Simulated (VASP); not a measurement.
# Pb (Fd-3m) in VASP: notebook

Runs on Pb. Level: RPBE. Tasks: single point.

Everything below comes from runs of VASP 6.6.1. Logs are shortened: lines on timing, memory, paths and dates and some standing lists are left out, and cuts for length are marked.

### Step 1. The structure

Symmetry: Fd-3m, No. 227, cubic system. Conventional cell: a = 7.170 Å, b = 7.170 Å, c = 7.170 Å, α = 90.00°, β = 90.00°, γ = 90.00°. Pb (site symmetry -43m) is surrounded by 4 Pb at 3.10 Å.

This isn't the form of Pb at room conditions, which is fcc.

### Step 2. Single point, RPBE

The input, INCAR:

```
PREC = Accurate
ENCUT = 520
EDIFF = 1E-6
ISMEAR = -1
SIGMA = 0.1
LREAL = False
LASPH = True
NELM = 80
ALGO = Fast
ISIF = 2
LWAVE = False
LCHARG = False
GGA = RP
NBANDS = 21
```

The input, KPOINTS:

```
regular mesh
0
Gamma
  13 13 13
```

The input, POSCAR:

```
Pb
1.0
    0.0000000000      3.5849698442      3.5849698442
    3.5849698442      0.0000000000      3.5849698442
    3.5849698442      3.5849698442      0.0000000000
Pb
2
Direct
    0.1250000000      0.1250000000      0.1250000000
    0.8750000000      0.8750000000      0.8750000000
```

Potentials or basis: VASP PAW PBE potentials, release 64 (Pb_d).

On the command line:

```
$ cat potpaw_PBE.64/Pb_d/POTCAR > POTCAR
$ mpirun -np 1 vasp_std > vasp.out
```

OUTCAR:

```text
PREC = Accurate
   ENCUT = 520
   EDIFF = 1E-6
   ISMEAR = -1
   LREAL = False
   LASPH = True
   NELM = 80
   ISIF = 2
   GGA = RP

 ion  position               nearest neighbor table
   1  0.125  0.125  0.125-   2 3.10   2 3.10   2 3.10   2 3.10
   2  0.875  0.875  0.875-   1 3.10   1 3.10   1 3.10   1 3.10

  LATTYP: Found a face centered cubic cell.
 ALAT       =     7.1699396884

  Lattice vectors:

 A1 = (   0.0000000000,   3.5849698442,   3.5849698442)
 A2 = (   3.5849698442,   0.0000000000,   3.5849698442)
 A3 = (   3.5849698442,   3.5849698442,   0.0000000000)

Analysis of symmetry for initial positions (statically):
=====================================================================
 Subroutine PRICEL returns:
 Original cell was already a primitive cell.

 Routine SETGRP: Setting up the symmetry group for a
 face centered cubic supercell.

 Subroutine GETGRP returns: Found 48 space group operations
 (whereof 12 operations were pure point group operations)
 out of a pool of 48 trial point group operations.

The static configuration has the point symmetry D_3d.
 The point group associated with its full space group is O_h .

Analysis of symmetry for dynamics (positions and initial velocities):
=====================================================================
 Subroutine PRICEL returns:
 Original cell was already a primitive cell.

 Routine SETGRP: Setting up the symmetry group for a
 face centered cubic supercell.

 Subroutine GETGRP returns: Found 48 space group operations
 (whereof 12 operations were pure point group operations)
 out of a pool of 48 trial point group operations.

The dynamic configuration has the point symmetry D_3d.
 The point group associated with its full space group is O_h .

 Subroutine INISYM returns: Found 48 space group operations
 (whereof 12 operations are pure point group operations),
 and found     1 'primitive' translations

----------------------------------------------------------------------------------------

                                     Primitive cell

  volume of cell :      92.1481

  direct lattice vectors                    reciprocal lattice vectors
     0.000000000  3.584969844  3.584969844    -0.139471187  0.139471187  0.139471187
     3.584969844  0.000000000  3.584969844     0.139471187 -0.139471187  0.139471187
     3.584969844  3.584969844  0.000000000     0.139471187  0.139471187 -0.139471187

  length of vectors
     5.069912974  5.069912974  5.069912974     0.241571182  0.241571182  0.241571182

  position of ions in fractional coordinates (direct lattice)
     0.125000000  0.125000000  0.125000000
     0.875000000  0.875000000  0.875000000

  ion indices of the primitive-cell ions
   primitive index   ion index
                 1           1
                 2           2

----------------------------------------------------------------------------------------

 KPOINTS: regular mesh

Automatic generation of k-mesh.
 Grid dimensions read from file:
 generate k-points for:   13   13   13

 Generating k-lattice:

  Cartesian coordinates                     Fractional coordinates (reciprocal lattice)
    -0.010728553  0.010728553  0.010728553     0.076923077  0.000000000  0.000000000
     0.010728553 -0.010728553  0.010728553     0.000000000  0.076923077  0.000000000
     0.010728553  0.010728553 -0.010728553     0.000000000  0.000000000  0.076923077

  Length of vectors
     0.018582399  0.018582399  0.018582399

  Shift w.r.t. Gamma in fractional coordinates (k-lattice)
     0.000000000  0.000000000  0.000000000

 Subroutine IBZKPT returns following result:
 ===========================================

 Found     84 irreducible k-points:

 Following reciprocal coordinates:
            Coordinates               Weight
  0.000000  0.000000  0.000000      1.000000
  0.076923  0.000000  0.000000      8.000000
  0.153846  0.000000  0.000000      8.000000
  0.230769  0.000000  0.000000      8.000000
  0.307692  0.000000  0.000000      8.000000
  0.384615  0.000000  0.000000      8.000000
[... 16 lines left out ...]
  0.384615  0.153846  0.000000     24.000000
  0.461538  0.153846  0.000000     24.000000
 [... further k-points ...]
   k-points           NKPTS =     84   k-points in BZ     NKDIM =     84   number of bands    NBANDS=     21
   number of dos      NEDOS =    301   number of ions     NIONS =      2
   total plane-waves  NPLWV =  64000
   dimension x,y,z NGX =    40 NGY =   40 NGZ =   40
   dimension x,y,z NGXF=    80 NGYF=   80 NGZF=   80
   ions per type =               2
   NGX,Y,Z   is equivalent  to a cutoff of  13.12, 13.12, 13.12 a.u.
   NGXF,Y,Z  is equivalent  to a cutoff of  26.23, 26.23, 26.23 a.u.
 SYSTEM =  unknown system
   PREC   = accura    normal or accurate (medium, high low for compatibility)
   ISTART =      0    job   : 0-new  1-cont  2-samecut
   ICHARG =      2    charge: 1-file 2-atom 10-const
   ISPIN  =      1    spin polarized calculation?
   LNONCOLLINEAR =      F non collinear calculations
   LSORBIT =      F    spin-orbit coupling
   LASPH  =      T    aspherical Exc in radial PAW
   ENCUT  =  520.0 eV  38.22 Ry    6.18 a.u.   9.43  9.43  9.43*2*pi/ulx,y,z
   NELM   =     80;   NELMIN=  2; NELMDL= -5     # of ELM steps
   EDIFF  = 0.1E-05   stopping-criterion for ELM
   LREAL  =      F    real-space projection
   EDIFFG = 0.1E-04   stopping-criterion for IOM
   NSW    =      0    number of steps for IOM
   IBRION =     -1    ionic relax: 0-MD 1-quasi-New 2-CG
   NFREE  =      0    steps in history (QN), initial steepest desc. (CG)
   ISIF   =      2    stress and relaxation
   ISYM   =      2    0-nonsym 1-usesym 2-fastsym
   POTIM  = 0.5000    time-step for ionic-motion
   TEBEG  =    0.0;   TEEND  =   0.0 temperature during run
   PSTRESS=    0.0 pullay stress
   NELECT =      28.0000    total number of electrons
   NUPDOWN=      -1.0000    fix difference up-down
   EMIN   =  10.00;   EMAX   =-10.00  energy-range for DOS
   EFERMI =   0.00;   METHOD = LEGACY
   ISMEAR =    -1;   SIGMA  =   0.10  broadening in eV -4-tet -1-fermi 0-gaus
   EFERMI_NEDOS =   21; number of points for ismear=-14 and -15
   IALGO  =     68    algorithm
   IMIX   =      4    mixing-type and parameters
     AMIX     =   0.40;   BMIX     =  1.00
     AMIX_MAG =   1.60;   BMIX_MAG =  1.00
  volume/ion in A,a.u.               =      46.07       310.92
  Fermi-wavevector in a.u.,A,eV,Ry     =   1.100606  2.079844 16.481203  1.211334
  Thomas-Fermi vector in A             =   2.237020
   LORBIT       =      0    0 simple, 1 ext, 2 COOP (PROOUT), +10 PAW based schemes
   GGA     = RP    functional components
   LHFCALC =     F    Hartree Fock is set to
   AEXX    =    0.0000 exact exchange contribution
   IVDW    =     0    specifies the selected vdW correction
   LEPSILON=     F    determine dielectric tensor
   LRPA    =     F    only Hartree local field effects (RPA)
 non-spin polarized calculation
 RMM-DIIS sequential band-by-band and
  energy-cutoff  :      520.00
  volume of cell :       92.15
 maximum number of plane-waves:      2510
 NGX is ok and might be reduce to    40
   NGX = 19   NGY = 19   NGZ = 19

 number of electron      28.0000004 magnetization

 Free energy of the ion-electron system (eV)
  ---------------------------------------------------
  ext. energy  EPLUGINS =         0.00000000
  ---------------------------------------------------
  free energy    TOTEN  =        -5.93899969 eV

  energy without entropy =       -5.91472816  energy(sigma->0) =       -5.92686392

 E-fermi :   3.3951     XC(G=0):  -7.6947

 val. band max:        3.3944756771   @ k =   0.4615   0.0769   0.0000
 cond. band min:       3.4147526841   @ k =   0.1538   0.0000   0.0000
 fundamental gap:      0.0202770070
 Fermi energy:         3.3950937521

 k-point     1 :       0.0000    0.0000    0.0000
  band No.  band energies     occupation
      1     -13.6138      2.00000
      2     -13.6138      2.00000
      3     -13.6138      2.00000
      4     -13.5579      2.00000
      5     -13.5579      2.00000
      6     -13.2463      2.00000
[... 13 lines left out ...]
     20      11.4310      0.00000
     21      11.4319      0.00000

 k-point     2 :       0.0769    0.0000    0.0000
  band No.  band energies     occupation
      1     -13.6187      2.00000
      2     -13.6187      2.00000
      3     -13.6126      2.00000
      4     -13.5513      2.00000
      5     -13.5513      2.00000
      6     -13.2606      2.00000
[... 13 lines left out ...]
     20      10.8874      0.00000
     21      10.8880      0.00000

 k-point     3 :       0.1538    0.0000    0.0000
  band No.  band energies     occupation
      1     -13.6284      2.00000
      2     -13.6284      2.00000
      3     -13.6094      2.00000
      4     -13.5369      2.00000
      5     -13.5369      2.00000
      6     -13.2767      2.00000
[... 13 lines left out ...]
     20      10.5253      0.00000
     21      10.5264      0.00000

 k-point     4 :       0.2308    0.0000    0.0000
  band No.  band energies     occupation
      1     -13.6373      2.00000
      2     -13.6373      2.00000
      3     -13.6046      2.00000
      4     -13.5219      2.00000
      5     -13.5219      2.00000
      6     -13.2906      2.00000
[... 13 lines left out ...]
     20      10.4093      0.00000
     21      10.4093      0.00000

 k-point     5 :       0.3077    0.0000    0.0000
  band No.  band energies     occupation
      1     -13.6438      2.00000
      2     -13.6438      2.00000
      3     -13.5994      2.00000
      4     -13.5096      2.00000
      5     -13.5096      2.00000
      6     -13.3009      2.00000
[... 13 lines left out ...]
     20      10.5750      0.00000
     21      10.5750      0.00000
[... 382 lines left out ...]
     20       9.6145      0.00000
     21      11.4513      0.00000

 k-point    22 :       0.3077    0.1538    0.0000
  band No.  band energies     occupation
      1     -13.6516      2.00000
      2     -13.6406      2.00000
      3     -13.6030      2.00000
      4     -13.5136      2.00000
      5     -13.4798      2.00000
      6     -13.3554      2.00000
[... 13 lines left out ...]
     20      10.2554      0.00000
     21      11.4165      0.00000

 k-point    23 :       0.3846    0.1538    0.0000
  band No.  band energies     occupation
      1     -13.6618      2.00000
      2     -13.6471      2.00000
      3     -13.5880      2.00000
      4     -13.4998      2.00000
      5     -13.4706      2.00000
      6     -13.3624      2.00000
[... 13 lines left out ...]
     20      10.6625      0.00000
     21      11.6368      0.00000

 k-point    24 :       0.4615    0.1538    0.0000
  band No.  band energies     occupation
      1     -13.6685      2.00000
      2     -13.6521      2.00000
      3     -13.5741      2.00000
      4     -13.4876      2.00000
      5     -13.4703      2.00000
      6     -13.3592      2.00000
[... 13 lines left out ...]
     20      11.0360      0.00000
     21      11.6288      0.00000

 [... further k-points ...]

------------------------ aborting loop because EDIFF is reached ----------------------------------------

  FORCE on cell =-STRESS in cart. coord.  units (eV):
  Direction    XX          YY          ZZ          XY          YZ          ZX
  --------------------------------------------------------------------------------------
  -------------------------------------------------------------------------------------
  Total       -0.0260687     -0.0260687     -0.0260687      0.0000000      0.0000000      0.0000000
  in kB       -0.4532557     -0.4532557     -0.4532557      0.0000000      0.0000000      0.0000000
  external PRESSURE =      -0.4532557 kB  Pullay stress =       0.0000000 kB

 VOLUME and BASIS-vectors are now :
 -----------------------------------------------------------------------------
  energy-cutoff  :      520.00
  volume of cell :       92.15
      direct lattice vectors                 reciprocal lattice vectors
     0.000000000  3.584969844  3.584969844    -0.139471187  0.139471187  0.139471187
     3.584969844  0.000000000  3.584969844     0.139471187 -0.139471187  0.139471187
     3.584969844  3.584969844  0.000000000     0.139471187  0.139471187 -0.139471187

 POSITION                                       TOTAL-FORCE (eV/Angst)
 -----------------------------------------------------------------------------------
      0.89624      0.89624      0.89624         0.000000     -0.000000      0.000000
      6.27370      6.27370      6.27370        -0.000000      0.000000     -0.000000
 -----------------------------------------------------------------------------------
    total drift:                                0.000000      0.000000     -0.000000

  FREE ENERGIE OF THE ION-ELECTRON SYSTEM (eV)
  ---------------------------------------------------
  free  energy   TOTEN  =        -5.9389996856 eV

  energy  without entropy=       -5.9147281625  energy(sigma->0) =       -5.92686392
```

It took 3.3 min on 1 thread of Intel Xeon Platinum 8259CL at 2.50GHz (Skylake/Cascade Lake), shared host; peak memory 0.32 GiB.

What came out:

* Free energy: -5.9390 eV
* Pressure: 0.0 GPa
* Band gap on the k mesh: none (metal or under the smearing width)

Levels at points of the mesh, in eV from the Fermi level:
```tsv
k point	band 12	band 13	band 14	band 15	band 16	band 17
(0.00, 0.00, 0.00)	-4.51	0.38	0.38	0.38	2.36	2.36
```

Caveat: the PAW data sets were made with another functional, which shifts forces and pressure a little. The run has no spin-orbit coupling, so splittings on Pb are missing.

### Step 3. Single point, RPBE

This run uses another cell than the first one, of 47.92 Å³/atom, 1.040 times its volume.

The input, INCAR:

```
SYSTEM = Pb
ALGO     = Normal         ! electronic algorithm
EDIFF    = 1E-6           ! SCF threshold, eV
ENCUT    = 520            ! plane-wave cutoff, eV
GGA      = RP             ! functional
ISIF     = 2              ! what is computed and relaxed
ISMEAR   = -1             ! smearing method
LASPH    = .True.         ! aspherical terms in the spheres
LCHARG   = .True.         ! write CHGCAR
LELF     = .True.         ! ELF
LREAL    = .False.        ! projectors in reciprocal space
LVHAR    = .True.       
LWAVE    = .False.        ! write WAVECAR
NBANDS   = 21             ! bands
NELM     = 60             ! most SCF steps
PREC     = Accurate       ! precision mode
SIGMA    = 0.1            ! smearing width, eV
```

The input, KPOINTS:

```
k-points
0
Gamma
  9 9 9
  0 0 0
```

The input, POSCAR:

```
Pb
1.0
    0.0000000000      3.6321459101      3.6321459101
    3.6321459101      0.0000000000      3.6321459101
    3.6321459101      3.6321459101      0.0000000000
Pb
2
Direct
    0.1250000000      0.1250000000      0.1250000000
    0.8750000000      0.8750000000      0.8750000000
```

Potentials or basis: VASP PAW PBE potentials, release 64 (Pb_d).

On the command line:

```
$ cat potpaw_PBE.64/Pb_d/POTCAR > POTCAR
$ mpirun -np 1 vasp_std > vasp.out
```

Run time: 71 s. Hardware: 1 thread of Intel Xeon Platinum 8259CL at 2.50GHz (Skylake/Cascade Lake), shared host; peak memory 0.25 GiB.

The run converged. Its results:

- Free energy: -5.9298 eV
- Pressure: -0.8 GPa
- Band gap on the k mesh: none (metal or under the smearing width)

Levels at points of the mesh, in eV from the Fermi level:
```csv
k point,band 12,band 13,band 14,band 15,band 16,band 17
"(0.00, 0.00, 0.00)",-4.72,0.34,0.34,0.34,2.29,2.29
```

Caveat: the PAW data sets were made with another functional, which shifts forces and pressure a little. Spin-orbit coupling is left out, which matters for the levels of Pb.

### Step 4. Single point, RPBE

This run uses another cell than the first one, of 40.55 Å³/atom, 0.880 times its volume.

The input, INCAR:

```
PREC = Accurate
ENCUT = 520
EDIFF = 1E-6
ISMEAR = -1
SIGMA = 0.1
LREAL = F
LASPH = T
NELM = 100
ALGO = Fast
ISIF = 2
LWAVE = F
LCHARG = F
GGA = RP
NBANDS = 21
```

The input, KPOINTS:

```
Automatic mesh
0
Gamma
  9 9 9
```

The input, POSCAR:

```
Pb
1.0
    0.0000000000      3.4354191397      3.4354191397
    3.4354191397      0.0000000000      3.4354191397
    3.4354191397      3.4354191397      0.0000000000
Pb
2
Direct
    0.1250000000      0.1250000000      0.1250000000
    0.8750000000      0.8750000000      0.8750000000
```

On the command line:

```
$ cat potpaw_PBE.64/Pb_d/POTCAR > POTCAR
$ mpirun -np 1 vasp_std > vasp.out
```

Run time: 60 s. Hardware: 1 thread of Intel Xeon Platinum 8259CL at 2.50GHz (Skylake/Cascade Lake), shared host; peak memory 0.22 GiB.

The run converged. Its results:

- Free energy: -5.8257 eV
- Pressure: 3.7 GPa
- Band gap on the k mesh: none (metal or under the smearing width)

Levels at points of the mesh, in eV from the Fermi level:
```tsv
k point	band 11	band 12	band 13	band 14	band 15	band 16	band 17	band 18
(0.00, 0.00, 0.00)	-11.16	-3.90	0.38	0.38	0.38	2.41	2.41	2.41
```

Caveat: the PAW data sets were made with another functional, which shifts forces and pressure a little. The run has no spin-orbit coupling, so splittings on Pb are missing.

### Step 5. Single point, RPBE

This run uses another cell than the first one, of 51.60 Å³/atom, 1.120 times its volume.

The input, INCAR:

```
SYSTEM = Pb
PREC = Accurate
ENCUT = 520
EDIFF = 1E-6
ISMEAR = -1
SIGMA = 0.1
LREAL = .FALSE.
LASPH = .TRUE.
NELM = 100
ALGO = Normal
ISIF = 2
LWAVE = .FALSE.
LCHARG = .FALSE.
GGA = RP
NBANDS = 21
```

The input, KPOINTS:

```
regular mesh
0
G
  9 9 9
  0 0 0
```

The input, POSCAR:

```
Pb
1.0
    0.0000000000      3.7229869543      3.7229869543
    3.7229869543      0.0000000000      3.7229869543
    3.7229869543      3.7229869543      0.0000000000
Pb
2
Direct
    0.1250000000      0.1250000000      0.1250000000
    0.8750000000      0.8750000000      0.8750000000
```

On the command line:

```
$ cat potpaw_PBE.64/Pb_d/POTCAR > POTCAR
$ mpirun -np 1 vasp_std > vasp.out
```

Wall time 72 s (1 thread of Intel Xeon Platinum 8259CL at 2.50GHz (Skylake/Cascade Lake), shared host); peak memory 0.25 GiB.

It converged, with:

```
Free energy            : -5.8669 eV
Pressure               : -1.9 GPa
Band gap on the k mesh : none (metal or under the smearing width)
```

Levels at points of the mesh, in eV from the Fermi level:
```csv
k point,band 12,band 13,band 14,band 15,band 16,band 17
"(0.00, 0.00, 0.00)",-5.05,0.32,0.32,0.32,2.23,2.23
```

Caveat: the PAW data sets were made with another functional, which shifts forces and pressure a little.

### Step 6. The runs side by side

| cell | k mesh | gap on the mesh (eV) | pressure (GPa) |
| --- | --- | --- | --- |
| Fd-3m, 46.07 Å³/atom | 13 × 13 × 13 | none | 0.0 |
| Fd-3m, 47.92 Å³/atom | 9 × 9 × 9 | none | -0.8 |
| Fd-3m, 40.55 Å³/atom | 9 × 9 × 9 | none | 3.7 |
| Fd-3m, 51.6 Å³/atom | 9 × 9 × 9 | none | -1.9 |

Alike in all rows: task single point; level RPBE; potentials or basis VASP PAW PBE potentials, release 64 (Pb_d); no spin polarisation; cutoff (eV) 520; smearing fermi-dirac 0.1 eV.

Every run on the cell as given and a fine mesh finds a metal.

Caveats: the PAW data sets were made with another functional, which shifts forces and pressure a little.

Absolute energies hang on the potentials; compare differences alone.
